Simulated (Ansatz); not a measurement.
The cell is COD entry 1534901, as deposited and not checked against the literature; nothing was relaxed.

An input for Zr: DFT, PBE, all-electron PAW with datasets made for the crystal, scalar-relativistic (Ansatz 0.2.0).

```yaml
crystal:
  lattice:
    - [0.0, 2.255, 2.255]
    - [2.255, 0.0, 2.255]
    - [2.255, 2.255, 0.0]
  atoms:
    - { symbol: Zr, position: [0.0, 0.0, 0.0] }
kpoints:
  mp_grid: { grid: [16, 16, 16] }
  band_path:
    path:
      - [0.0, 0.0, 0.0]
      - [0.5, 0.0, 0.5]
      - [0.625, 0.25, 0.625]
      - [0.375, 0.375, 0.75]
      - [0.0, 0.0, 0.0]
      - [0.5, 0.5, 0.5]
      - [0.5, 0.25, 0.75]
      - [0.5, 0.0, 0.5]
    npoints: 8
scf:
  occupations: { method: fermi_dirac, width: 0.05 }
hamiltonian:
  xc: pbe
  pseudopotentials: { kind: all_electron, datasets: crystal }
output:
  forces: true
  stress: true
  eigenvalues: true
  efg: { contact_densities: true }
```

Set-up and iterations as logged by Ansatz (the results part is left out, to be predicted):

```
hamiltonian.pseudopotentials.datasets: crystal makes datasets for this crystal and solves the spheres of its atoms anew in each pass: cutoff 240.0 eV, the density's 960.0 eV; for an error of 0.50 meV an atom under PBE, 0.5 meV for the cell; an energy difference from a run of another recipe may be off by several times the error for the cell, under r2SCAN by more, where some 0.1 meV an atom stays at smaller errors; Zr in spheres of 1.376 Å, 12 of its electrons in bands
band count auto-derived: 11 (N_el = 12.0; filled up to band 6; 10 by the electrons, moments and atoms)
Engine: ansatz 0.2.0
Pseudopotentials: kind: all_electron
Pseudopotential: Zr, paw, valence charge 12, recommended cutoff 240 eV (normal), Koelling and Harmon's equation, gaussian nucleus
Functional definition: PBE
  parameter kappa = 0.804
  parameter beta = 0.06672455060314922
  exchange = pbe_x(kappa = kappa, mu = beta*pi^2/3)
  correlation = pbe_c(beta = beta)
Crystal: 1 atoms, lattice volume = 22.933 Å³
Basis set: ecut = 240 eV, 181 PW (Γ), exchange–correlation on 36×36×36 points (8 copies of the dense FFT grid, shifted against one another)
Bands: 11, of which v1, the nominal top of the filled ones, is band 6 counted from 1 (5 counted from 0)
Symmetry: 48 space group operations
Space group: Fm-3m (ITA 225), of the structure as read, at distance tolerance 2.8e-5 Å
k-points: 145 of 4096
Non-local potential: Zr, projectors of the file, l = 0: 2, l = 1: 2, l = 2: 2
PAW form: soft (Blöchl's): semilocal exchange-correlation on the pseudo side does not see the compensation charge
PAW one-centre angular grid: Zr, 590 points (default); XC on its mesh's 1891 points in the sphere
Initial density: superposition of atomic densities (neutral atoms: chi_scale 0, normalization atom)
Initial wavefunctions: pseudopotential atomic-orbital guess
Functional: x = pbe(κ = 0.804, μ = 0.2195149727645171), c = pbe(β = 0.06672455060314922)
iter 1 solved again at ethr=1.98e-3 eV; its pass at ethr=1.00e-1 eV (dr2=2.38e-1 eV) is discarded
SCF iter   1: F=—  HF=-97927.157938 eV  |F-HF|=—  |Δ(HF+E_count)|=         —  Δρ=2.88e-2  dr2=2.41e-1  ethr=1.98e-3  ⟨swp⟩=2.5  Hψ=8579  notcnv=0
SCF iter   2: F=—  HF=-97927.096928 eV  |F-HF|=—  |Δ(HF+E_count)|=   6.10e-2  Δρ=1.72e-2  dr2=8.65e-2  ethr=1.98e-3  ⟨swp⟩=2.0  Hψ=3190  notcnv=0
iter 3 solved again at ethr=2.95e-5 eV; its pass at ethr=7.21e-4 eV (dr2=3.54e-3 eV) is discarded
SCF iter   3: F=—  HF=-97927.077003 eV  |F-HF|=—  |Δ(HF+E_count)|=   1.99e-2  Δρ=4.09e-3  dr2=3.53e-3  ethr=2.95e-5  ⟨swp⟩=2.0  Hψ=7861  notcnv=0
SCF iter   4: F=—  HF=-97927.077518 eV  |F-HF|=—  |Δ(HF+E_count)|=   5.15e-4  Δρ=7.27e-4  dr2=6.39e-5  ethr=2.95e-5  ⟨swp⟩=2.7  Hψ=2658  notcnv=0
SCF iter   5: F=—  HF=-97927.077625 eV  |F-HF|=—  |Δ(HF+E_count)|=   1.07e-4  Δρ=1.38e-4  dr2=4.70e-6  ethr=5.33e-7  ⟨swp⟩=3.0  Hψ=3815  notcnv=0
SCF iter   6: F=—  HF=-97927.077629 eV  |F-HF|=—  |Δ(HF+E_count)|=   3.70e-6  Δρ=6.25e-5  dr2=5.07e-7  ethr=3.92e-8  ⟨swp⟩=3.0  Hψ=3362  notcnv=0
SCF iter   7: F=-97927.077629 eV  HF=-97927.077629 eV  |F-HF|=1.60e-9  |Δ(HF+E_count)|=   9.86e-8  Δρ=8.29e-6  dr2=1.20e-8  ethr=4.23e-9  ⟨swp⟩=3.0  Hψ=3094  notcnv=0
```

Question: What pressure will this run report?

Answer: 1.08 GPa (positive in compression).

Question: Is there a band gap?

Answer: none: bands cross the Fermi level, a metal.
